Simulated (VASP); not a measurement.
# ZnO (zincite) (P6_3mc) in VASP: a series of runs

Aim: see how the results for ZnO (zincite) move with the level of theory and the settings. Levels: LDA, PBEsol, PBE. Tasks: single point.

Program: VASP 6.6.1. These are calculated values, not measurements. Logs are shortened: lines on timing, memory, paths and dates and some standing lists are left out, and cuts for length are marked.

**Measured values to compare with.**

From “Electronic structure of alkaline earth and post-transition metal oxides”, 2009, arxiv:0908.1581, for a bulk crystal of ZnO: band gap 3.37 eV.

How close the calculation comes is told below.

## 1. The structure

Symmetry: P6_3mc, No. 186, hexagonal system. Conventional cell: a = 3.249 Å, b = 3.249 Å, c = 5.206 Å, α = 90.00°, β = 90.00°, γ = 120.00°. Zn (site symmetry 3m) is surrounded by 4 O at 1.97 to 1.98 Å. O (site symmetry 3m) is surrounded by 4 Zn at 1.97 to 1.98 Å.

## 2. Single point, LDA

INCAR reads:

```
PREC = Accurate ; ENCUT = 520
EDIFF = 1E-6 ; ISMEAR = -1
SIGMA = 0.02 ; LREAL = False
LASPH = True ; NELM = 80
ALGO = Normal ; ISIF = 2
LWAVE = False ; LCHARG = True
GGA = CA ; LVHAR = True
KPAR = 4
```

KPOINTS reads:

```
regular mesh
0
Gamma
  8 8 5
```

POSCAR reads:

```
ZnO
1.0
    3.2493080000      0.0000000000      0.0000000000
   -1.6246540000      2.8139832727      0.0000000000
    0.0000000000      0.0000000000      5.2057090000
Zn O
2 2
Direct
    0.3333333333      0.6666666667      0.5000000000
    0.6666666667      0.3333333333      0.0000000000
    0.6666666667      0.3333333333      0.3790100000
    0.3333333333      0.6666666667      0.8790100000
```

Potentials or basis: VASP PAW LDA potentials, release 64 (Zn, O).

Command:

```sh
$ cat potpaw_LDA.64/Zn/POTCAR potpaw_LDA.64/O/POTCAR > POTCAR
$ mpirun -np 4 vasp_std > vasp.out
```

OUTCAR:

```text
PREC = Accurate
   ENCUT = 520
   EDIFF = 1E-6
   ISMEAR = -1
   LREAL = False
   LASPH = True
   NELM = 80
   ISIF = 2
   GGA = CA

 ion  position               nearest neighbor table
   1  0.333  0.667  0.500-   4 1.97   3 1.98   3 1.98   3 1.98
   2  0.667  0.333  0.000-   3 1.97   4 1.98   4 1.98   4 1.98
   3  0.667  0.333  0.379-   2 1.97   1 1.98   1 1.98   1 1.98
   4  0.333  0.667  0.879-   1 1.97   2 1.98   2 1.98   2 1.98

  LATTYP: Found a hexagonal cell.
 ALAT       =     3.2493080000
 C/A-ratio  =     1.6020977390

  Lattice vectors:

 A1 = (   3.2493080000,   0.0000000000,   0.0000000000)
 A2 = (  -1.6246540000,   2.8139832727,   0.0000000000)
 A3 = (   0.0000000000,   0.0000000000,   5.2057090000)

Analysis of symmetry for initial positions (statically):
=====================================================================
 Subroutine PRICEL returns:
 Original cell was already a primitive cell.

 Routine SETGRP: Setting up the symmetry group for a
 hexagonal supercell.

 Subroutine GETGRP returns: Found 12 space group operations
 (whereof  6 operations were pure point group operations)
 out of a pool of 24 trial point group operations.

The static configuration has the point symmetry C_3v.
 The point group associated with its full space group is C_6v.

Analysis of symmetry for dynamics (positions and initial velocities):
=====================================================================
 Subroutine PRICEL returns:
 Original cell was already a primitive cell.

 Routine SETGRP: Setting up the symmetry group for a
 hexagonal supercell.

 Subroutine GETGRP returns: Found 12 space group operations
 (whereof  6 operations were pure point group operations)
 out of a pool of 24 trial point group operations.

The dynamic configuration has the point symmetry C_3v.
 The point group associated with its full space group is C_6v.

 Subroutine INISYM returns: Found 12 space group operations
 (whereof  6 operations are pure point group operations),
 and found     1 'primitive' translations

----------------------------------------------------------------------------------------

                                     Primitive cell

  volume of cell :      47.5984

[... 87 lines left out ...]
   LNONCOLLINEAR =      F non collinear calculations
   LSORBIT =      F    spin-orbit coupling
   LASPH  =      T    aspherical Exc in radial PAW
   ENCUT  =  520.0 eV  38.22 Ry    6.18 a.u.   6.04  6.04  9.68*2*pi/ulx,y,z
   NELM   =     80;   NELMIN=  2; NELMDL= -5     # of ELM steps
   EDIFF  = 0.1E-05   stopping-criterion for ELM
   LREAL  =      F    real-space projection
   EDIFFG = 0.1E-04   stopping-criterion for IOM
   NSW    =      0    number of steps for IOM
   IBRION =     -1    ionic relax: 0-MD 1-quasi-New 2-CG
   NFREE  =      0    steps in history (QN), initial steepest desc. (CG)
   ISIF   =      2    stress and relaxation
   ISYM   =      2    0-nonsym 1-usesym 2-fastsym
   POTIM  = 0.5000    time-step for ionic-motion
   TEBEG  =    0.0;   TEEND  =   0.0 temperature during run
   PSTRESS=    0.0 pullay stress
   NELECT =      36.0000    total number of electrons
   NUPDOWN=      -1.0000    fix difference up-down
   EMIN   =  10.00;   EMAX   =-10.00  energy-range for DOS
   EFERMI =   0.00;   METHOD = LEGACY
   ISMEAR =    -1;   SIGMA  =   0.02  broadening in eV -4-tet -1-fermi 0-gaus
   EFERMI_NEDOS =   21; number of points for ismear=-14 and -15
   IALGO  =     38    algorithm
   IMIX   =      4    mixing-type and parameters
     AMIX     =   0.40;   BMIX     =  1.00
     AMIX_MAG =   1.60;   BMIX_MAG =  1.00
  volume/ion in A,a.u.               =      11.90        80.30
  Fermi-wavevector in a.u.,A,eV,Ry     =   1.491574  2.818667 30.270160  2.224794
  Thomas-Fermi vector in A             =   2.604212
   LORBIT       =      0    0 simple, 1 ext, 2 COOP (PROOUT), +10 PAW based schemes
   GGA     = CA    functional components
   LHFCALC =     F    Hartree Fock is set to
   AEXX    =    0.0000 exact exchange contribution
   IVDW    =     0    specifies the selected vdW correction
   LEPSILON=     F    determine dielectric tensor
   LRPA    =     F    only Hartree local field effects (RPA)
 non-spin polarized calculation
  energy-cutoff  :      520.00
  volume of cell :       47.60
 maximum number of plane-waves:      1299
   NGX = 13   NGY = 13   NGZ = 19

 number of electron      36.0000017 magnetization

 Free energy of the ion-electron system (eV)
  ---------------------------------------------------
  ext. energy  EPLUGINS =         0.00000000
  ---------------------------------------------------
  free energy    TOTEN  =       -21.12149411 eV

  energy without entropy =      -21.12149411  energy(sigma->0) =      -21.12149411

 E-fermi :   1.2619     XC(G=0): -11.4634

 val. band max:        0.8759088179   @ k =   0.0000   0.0000   0.0000
 cond. band min:       1.6181001207   @ k =   0.0000   0.0000   0.0000
 fundamental gap:      0.7421913028
 Fermi energy:         1.2618587112

 k-point     1 :       0.0000    0.0000    0.0000
  band No.  band energies     occupation
      1     -16.9236      2.00000
      2     -16.1466      2.00000
      3      -4.8898      2.00000
      4      -4.8898      2.00000
      5      -4.8521      2.00000
      6      -4.8213      2.00000
[... 589 lines left out ...]
     21       9.3329      0.00000
     22       9.4593      0.00000

 [... further k-points ...]

------------------------ aborting loop because EDIFF is reached ----------------------------------------

  FORCE on cell =-STRESS in cart. coord.  units (eV):
  Direction    XX          YY          ZZ          XY          YZ          ZX
  --------------------------------------------------------------------------------------
  -------------------------------------------------------------------------------------
  Total       -1.9742000     -1.9742000     -1.4400637      0.0000000      0.0000000     -0.0000000
  in kB      -66.4522131    -66.4522131    -48.4730104      0.0000000      0.0000000     -0.0000000
  external PRESSURE =     -60.4591456 kB  Pullay stress =       0.0000000 kB

 VOLUME and BASIS-vectors are now :
 -----------------------------------------------------------------------------
  energy-cutoff  :      520.00
  volume of cell :       47.60
      direct lattice vectors                 reciprocal lattice vectors
     3.249308000  0.000000000  0.000000000     0.307757836  0.177684070  0.000000000
    -1.624654000  2.813983273  0.000000000     0.000000000  0.355368139  0.000000000
     0.000000000  0.000000000  5.205709000     0.000000000  0.000000000  0.192096792

 POSITION                                       TOTAL-FORCE (eV/Angst)
 -----------------------------------------------------------------------------------
     -0.00000      1.87599      2.60285        -0.000000     -0.000000     -0.055625
      1.62465      0.93799      0.00000        -0.000000     -0.000000     -0.055625
      1.62465      0.93799      1.97302        -0.000000      0.000000      0.055625
     -0.00000      1.87599      4.57587         0.000000     -0.000000      0.055625
 -----------------------------------------------------------------------------------
    total drift:                               -0.000000     -0.000001     -0.000255

  FREE ENERGIE OF THE ION-ELECTRON SYSTEM (eV)
  ---------------------------------------------------
  free  energy   TOTEN  =       -21.1214941141 eV

  energy  without entropy=      -21.1214941140  energy(sigma->0) =      -21.12149411
```

Wall time 8.9 s (4 MPI ranks of AMD EPYC 7R13 (Zen 3), shared host); peak memory 0.13 GiB.

What came out:

* Free energy: -21.1215 eV
* Pressure: -6.0 GPa
* Largest force: 0.056 eV/Å
* Band gap on the k mesh: 0.74 eV, direct

Forces on the atoms (eV/Å):
```
Zn   0.000  0.000 -0.056
Zn   0.000  0.000 -0.056
O    0.000  0.000  0.056
O    0.000  0.000  0.056
```

Levels at points of the mesh, in eV from the valence-band top:
```csv
k point,band 16,band 17,band 18,band 19,band 20,band 21
"(0.00, 0.00, 0.00)",-0.07,0.00,0.00,0.74,5.09,8.13
"(0.50, 0.00, 0.00)",-2.31,-1.31,-0.83,5.68,6.70,7.46
```

## 3. Single point, PBEsol

INCAR reads:

```
PREC = Accurate ; ENCUT = 250
EDIFF = 1E-6 ; ISMEAR = -1
SIGMA = 0.02 ; LREAL = False
LASPH = True ; NELM = 80
ALGO = Normal ; ISIF = 2
LWAVE = False ; LCHARG = True
GGA = PS ; LVHAR = True
KPAR = 4
```

KPOINTS is that of step 2.

POSCAR is that of step 2.

Potentials or basis: VASP PAW PBE potentials, release 64 (Zn, O).

Command:

```sh
$ cat potpaw_PBE.64/Zn/POTCAR potpaw_PBE.64/O/POTCAR > POTCAR
$ mpirun -np 4 vasp_std > vasp.out
```

OUTCAR:

```text
PREC = Accurate
   ENCUT = 250
   EDIFF = 1E-6
   ISMEAR = -1
   LREAL = False
   LASPH = True
   NELM = 80
   ISIF = 2
   GGA = PS

 ion  position               nearest neighbor table
   1  0.333  0.667  0.500-   4 1.97   3 1.98   3 1.98   3 1.98
   2  0.667  0.333  0.000-   3 1.97   4 1.98   4 1.98   4 1.98
   3  0.667  0.333  0.379-   2 1.97   1 1.98   1 1.98   1 1.98
   4  0.333  0.667  0.879-   1 1.97   2 1.98   2 1.98   2 1.98

  LATTYP: Found a hexagonal cell.
 ALAT       =     3.2493080000
 C/A-ratio  =     1.6020977390

  Lattice vectors:

 A1 = (   3.2493080000,   0.0000000000,   0.0000000000)
 A2 = (  -1.6246540000,   2.8139832727,   0.0000000000)
 A3 = (   0.0000000000,   0.0000000000,   5.2057090000)

Analysis of symmetry for initial positions (statically):
=====================================================================
 Subroutine PRICEL returns:
 Original cell was already a primitive cell.

 Routine SETGRP: Setting up the symmetry group for a
 hexagonal supercell.

[... 169 lines left out ...]
  free energy    TOTEN  =       -19.92610559 eV

  energy without entropy =      -19.92610349  energy(sigma->0) =      -19.92610454

 E-fermi :   1.4616     XC(G=0): -11.1755

 val. band max:        1.3099357603   @ k =   0.0000   0.0000   0.0000
 cond. band min:       1.5993536469   @ k =   0.0000   0.0000   0.0000
 fundamental gap:      0.2894178867
 Fermi energy:         1.4616401015

 k-point     1 :       0.0000    0.0000    0.0000
  band No.  band energies     occupation
      1     -17.3781      2.00000
      2     -16.7398      2.00000
      3      -4.7541      2.00000
      4      -4.6644      2.00000
      5      -4.6644      2.00000
      6      -4.6433      2.00000
[... 589 lines left out ...]
     21       9.6712      0.00000
     22       9.8043      0.00000

 [... further k-points ...]

------------------------ aborting loop because EDIFF is reached ----------------------------------------

  FORCE on cell =-STRESS in cart. coord.  units (eV):
  Direction    XX          YY          ZZ          XY          YZ          ZX
  --------------------------------------------------------------------------------------
  -------------------------------------------------------------------------------------
  Total      -22.0781317    -22.0781317    -21.7584937      0.0000000      0.0000000      0.0000000
  in kB     -743.1570855   -743.1570855   -732.3979672      0.0000000      0.0000000      0.0000000
  external PRESSURE =    -739.5707128 kB  Pullay stress =       0.0000000 kB

 VOLUME and BASIS-vectors are now :
 -----------------------------------------------------------------------------
  energy-cutoff  :      250.00
  volume of cell :       47.60
      direct lattice vectors                 reciprocal lattice vectors
     3.249308000  0.000000000  0.000000000     0.307757836  0.177684070  0.000000000
    -1.624654000  2.813983273  0.000000000     0.000000000  0.355368139  0.000000000
     0.000000000  0.000000000  5.205709000     0.000000000  0.000000000  0.192096792

 POSITION                                       TOTAL-FORCE (eV/Angst)
 -----------------------------------------------------------------------------------
     -0.00000      1.87599      2.60285         0.000000     -0.000000     -0.076149
      1.62465      0.93799      0.00000        -0.000000      0.000000     -0.076149
      1.62465      0.93799      1.97302         0.000000     -0.000000      0.076149
     -0.00000      1.87599      4.57587        -0.000000      0.000000      0.076149
 -----------------------------------------------------------------------------------
    total drift:                               -0.000002     -0.000003      0.000648

  FREE ENERGIE OF THE ION-ELECTRON SYSTEM (eV)
  ---------------------------------------------------
  free  energy   TOTEN  =       -19.9261055935 eV

  energy  without entropy=      -19.9261034869  energy(sigma->0) =      -19.92610454
```

stdout:

```text
POSCAR found type information on POSCAR ZnO
 POSCAR found :  2 types and       4 ions
 scaLAPACK will be used
 -----------------------------------------------------------------------------
|                                                                             |
|                                                                             |
|     You enforced a specific xc type in the INCAR file but a different       |
|     I HOPE YOU KNOW WHAT YOU ARE DOING!                                     |
|                                                                             |
 -----------------------------------------------------------------------------

 LDA part: xc-table for (Slater+PW92), standard interpolation
 POSCAR, INCAR and KPOINTS ok, starting setup
 FFT: planning ... GRIDC
 FFT: planning ... GRID_SOFT
 FFT: planning ... GRID
 WAVECAR not read
 entering main loop
```

It took 5.7 s on 4 MPI ranks of AMD EPYC 7R13 (Zen 3), shared host; peak memory 0.1 GiB.

The run converged, but a check on its numbers failed (symmetry, net force, bounds or a known fault of this set-up), so they aren't taken as properties of the crystal.

Caveat: the cutoff lies under the usual one of these potentials, so the numbers hold a large basis-set error; a pressure of tens of GPa on the cell as given is suspect, and the run, the potentials or the cell itself is likely at fault; the PAW data sets were made with another functional, which shifts forces and pressure a little.

## 4. Single point, PBE

INCAR reads:

```
PREC = Accurate ; ENCUT = 520
EDIFF = 1E-6 ; ISMEAR = -1
SIGMA = 0.02 ; LREAL = False
LASPH = True ; NELM = 80
ALGO = Normal ; ISIF = 2
LWAVE = False ; LCHARG = True
GGA = PE ; LVHAR = True
KPAR = 4
```

KPOINTS is that of step 3.

POSCAR is that of step 3.

Command:

```sh
$ cat potpaw_PBE.64/Zn/POTCAR potpaw_PBE.64/O/POTCAR > POTCAR
$ mpirun -np 4 vasp_std > vasp.out
```

Run time: 13 s. Hardware: 4 MPI ranks of AMD EPYC 7R13 (Zen 3), shared host; peak memory 0.14 GiB.

It converged, with:

```
Free energy            : -17.8220 eV
Pressure               : 6.0 GPa
Largest force          : 0.074 eV/Å
Band gap on the k mesh : 0.79 eV, direct
```

Forces in eV/Å, atoms in the order of the input:
```
Zn   0.000  0.000 -0.074
Zn   0.000  0.000 -0.074
O    0.000  0.000  0.074
O    0.000  0.000  0.074
```

Stress tensor (GPa, compression positive):
```
5.44 0.00 0.00
0.00 5.44 0.00
0.00 0.00 7.20
```

Levels at points of the mesh, in eV from the valence-band top:
| k point | band 15 | band 16 | band 17 | band 18 | band 19 | band 20 | band 21 | band 22 |
| --- | --- | --- | --- | --- | --- | --- | --- | --- |
| (0.00, 0.00, 0.00) | -0.81 | -0.07 | 0.00 | 0.00 | 0.79 | 5.21 | 8.26 | 12.85 |
| (0.50, 0.00, 0.00) | -2.82 | -2.28 | -1.28 | -0.83 | 5.77 | 6.86 | 7.62 | 8.48 |

## 5. How close it comes

Step 2. A measured gap of ZnO is 3.37 eV (quoted in “Electronic structure of alkaline earth and post-transition metal oxides”, 2009, arxiv:0908.1581); the calculated 0.74 eV misses it by -2.63 eV. So large a miss can be the level of theory's own, or it may mean another phase, state or a wrong row. The value is that of LDA, without temperature or zero-point motion. Semilocal functionals fall short of measured gaps as a rule.

Step 4. A measured gap of ZnO is 3.37 eV (quoted in “Electronic structure of alkaline earth and post-transition metal oxides”, 2009, arxiv:0908.1581); the calculated 0.79 eV misses it by -2.58 eV. So large a miss can be the level of theory's own, or it may mean another phase, state or a wrong row. The value is that of PBE, without temperature or zero-point motion. Semilocal functionals fall short of measured gaps as a rule.
